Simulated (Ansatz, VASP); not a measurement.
# CoO in VASP and in Ansatz

The input INCAR:

```
ALGO = Fast
EDIFF = 1E-7
ENCUT = 520
GGA = PE
ISIF = 2
ISMEAR = 0
ISPIN = 2
LASPH = True
LCHARG = False
LDAU = True
LDAUJ = 0 0
LDAUL = 2 -1
LDAUPRINT = 1
LDAUTYPE = 2
LDAUU = 7 0
LMAXMIX = 4
LORBIT = 11
LREAL = False
LWAVE = False
MAGMOM = 2 -2 0 0
NELM = 100
PREC = Accurate
SIGMA = 0.05
```

KPOINTS

```
k-points
0
Gamma
  5 5 7
```

POSCAR

```
CoO
1.0
    2.5705263100      2.5705263100      0.0000000000
   -2.5705263100      2.5705263100      0.0000000000
    0.0000000000      0.0000000000      2.5705263100
Co O
2 2
Direct
    0.0000000000      0.0000000000      0.0000000000
    0.5000000000      0.5000000000      0.0000000000
    0.5000000000      0.0000000000      0.5000000000
    0.0000000000      0.5000000000      0.5000000000
```

Contents of input.yaml:

```yaml
crystal:
  lattice:
    - [2.57052631, 2.57052631, 0.0]
    - [-2.57052631, 2.57052631, 0.0]
    - [0.0, 0.0, 2.57052631]
  atoms:
    - { symbol: Co, position: [0.0, 0.0, 0.0], spin: 2.0 }
    - { symbol: Co, position: [0.5, 0.5, 0.0], spin: -2.0 }
    - { symbol: O, position: [0.5, 0.0, 0.5] }
    - { symbol: O, position: [0.0, 0.5, 0.5] }
hamiltonian:
  xc: pbe
  pseudopotentials: { kind: paw }
  hubbard: { sites: [{ species: Co, l: d, u_eff: 7.0 }] }
magnetization:
  spin_polarized: true
kpoints:
  mp_grid: { grid: [5, 5, 7] }
scf:
  occupations: { method: gaussian, width: 0.05 }
output:
  forces: true
  stress: true
  eigenvalues: true
```

Measurements of this composition are mostly on another form, of space group No. 225.

Alike in both runs: task single point; functional PBE; k mesh 5 × 5 × 7; occupations gaussian, width 0.05 eV; collinear spin, antiferromagnetic start; Hubbard terms Co d U = 7 eV.

|  | VASP | Ansatz |
| --- | --- | --- |
| version | VASP 6.6.1 | Ansatz 0.2.0 |
| potentials or method | VASP PAW PBE potentials, release 64 (Co, O) | Ansatz PAW |
| plane-wave cutoff (eV) | 520 | 420 |
| valence electrons in the cell | 30 | 46 |

VASP gave:

```
gap on the k mesh at the Fermi level (eV)                     : 2.46
least direct gap on the mesh (eV)                             : 2.52
net moment per atom (μB)                                      : 0.00
size of the moment on the site where the two differ most (μB) : 2.83
```

**Question.** Which values does Ansatz return?

**Answer.** gap on the k mesh at the Fermi level (eV): 2.12; least direct gap on the mesh (eV): 2.35; net moment per atom (μB): 0.00; size of the moment on the site where the two differ most (μB): 2.67.

Site moments also hang on the region over which each program counts them. The programs project onto different local orbitals, so the same U acts differently. The two sets of potentials don't hold the same shells in valence.

Caveats: an odd mesh through Γ misses points on the zone boundary, where band edges often lie (VASP); the magnetic or orbital state may not be the lowest (Ansatz); odd divisions of the mesh miss points on the zone boundary, where band edges often lie, so the gap on the mesh can be too wide (Ansatz). The state reached can hang on the start; a lower one may exist.
